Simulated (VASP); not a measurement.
Wanted: the native input for a VASP 6.6.1 run.

* Task: single point
* Functional: PBE
* Potentials or basis: VASP PAW PBE potentials, release 64 (O)
* Cutoff: 520 eV
* k mesh: 10 × 10 × 7
* Occupations: fermi-dirac, width 0.05 eV
* Spin: no spin polarisation
* Further INCAR settings: ALGO = Normal; EDIFF = 1e-07; NBANDS = 13

The structure of O lies in POSCAR:

```
O
1.0
    2.8514028533     -1.6624159400      0.0000000000
    2.8514028533      1.6624159400      0.0000000000
   -2.3944914034      0.0000000000      3.6470501824
O
2
Direct
    0.9745461700      0.9745461700      0.8444259800
    0.0254538300      0.0254538300      0.1555740200
```

One way to write it, as run:

INCAR

```
SYSTEM = O
PREC = Accurate
ENCUT = 520
EDIFF = 1E-7
ISMEAR = -1
SIGMA = 0.05
LREAL = .FALSE.
LASPH = .TRUE.
NELM = 60
ALGO = Normal
ISIF = 2
LWAVE = .FALSE.
LCHARG = .FALSE.
GGA = PE
NBANDS = 13
```

KPOINTS

```
regular mesh
0
G
  10 10 7
  0 0 0
```

Potentials or basis: VASP PAW PBE potentials, release 64 (O).

Command:

```bash
$ cat potpaw_PBE.64/O/POTCAR > POTCAR
$ mpirun -np 1 vasp_std > vasp.out
```

It gave:

```
Pressure               : -0.2 GPa
Largest force          : 0.855 eV/Å
Band gap on the k mesh : none (metal or under the smearing width)
```

Caveat: the standard files for N, O and F lose accuracy on very short bonds; spin is off for a triplet molecule.

Run time: 32 s on 1 thread of AMD EPYC 9R45 (Zen 5), with other jobs on the host, peak memory 0.16 GiB.
